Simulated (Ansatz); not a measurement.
# Sn (omega type): how the settings move a relaxation

Aim: see which settings change the result for Sn (omega type), by how much, and at what cost.

Method: reference: DFT, PBE, PAW with Ansatz's default frozen-core files, scalar-relativistic, in Ansatz 0.2.0.

### 1 Starting point

The structure is hexagonal, space group P6/mmm (No. 191). Conventional cell: a = 5.296 Å, b = 5.296 Å, c = 3.272 Å, α = 90.00°, β = 90.00°, γ = 120.00°. Sn (site symmetry 6/mmm) has 14 Sn at 3.27 to 3.47 Å as nearest neighbours. Sn (site symmetry -6m2) is surrounded by 11 Sn at 3.06 to 3.47 Å.

Coordinates:

```cif
data_structure
_symmetry_space_group_name_H-M 'P 1'
_symmetry_Int_Tables_number 1
_cell_length_a 5.2962
_cell_length_b 5.2962
_cell_length_c 3.2718
_cell_angle_alpha 90.000
_cell_angle_beta 90.000
_cell_angle_gamma 120.000
_cell_volume 79.48
loop_
_atom_site_label
_atom_site_type_symbol
_atom_site_fract_x
_atom_site_fract_y
_atom_site_fract_z
_atom_site_occupancy
Sn1 Sn 0.00000 0.00000 0.00000 1
Sn2 Sn 0.33333 0.66667 0.50000 1
Sn3 Sn 0.66667 0.33333 0.50000 1
```

### 2 The reference run

File input.yaml:

```yaml
crystal:
  lattice:
    - [5.296172548, 0.0, 0.0]
    - [-2.648086274, 4.5866199694, 0.0]
    - [0.0, 0.0, 3.2718130253]
  atoms:
    - { symbol: Sn, position: [0.0, 0.0, 0.0] }
    - { symbol: Sn, position: [0.3333333333, 0.6666666667, 0.5] }
    - { symbol: Sn, position: [0.6666666667, 0.3333333333, 0.5] }
kpoints:
  mp_grid: { grid: [7, 7, 9] }
scf:
  occupations: { method: fermi_dirac, width: 0.1 }
hamiltonian:
  xc: pbe
  pseudopotentials: { kind: paw }
output:
  forces: true
  stress: true
relax:
  f_tol: 0.005
  max_steps: 30
  cell: { stress_tol: 0.04, fix: [volume] }
```

On the command line:

```
$ ansatz run input.yaml --threads 1 --pin off --max-ram 3072MiB --backend cpu --events-out ev --progress --plain --runs-dir out
```

### 3 Changed: preconditioner kerker_dos

Edit input.yaml of step 2 so:

```diff
@@ -13,2 +13,3 @@
   occupations: { method: fermi_dirac, width: 0.1 }
+  mixing: { preconditioner: kerker_dos }
 hamiltonian:
```

Before running it: what results should come out? Wanted: for each run, ending; energy change; pressure; gap; force.

**Answer**, as computed:

| run | ending | energy change | pressure (GPa) | gap (eV) | force (eV/Å) | cycles | time |
| --- | --- | --- | --- | --- | --- | --- | --- |
| reference | converged | 0 | 2.7 | 0.00 | 0.00 | 15 | 11 s |
| 1: preconditioner kerker_dos | converged | 0.0 meV/atom | 2.7 | 0.00 | 0.00 | 15 | 11 s |

What this shows: Energy and cycle count are those of the reference, so the change (mixing) left the result and the number of cycles as they were.
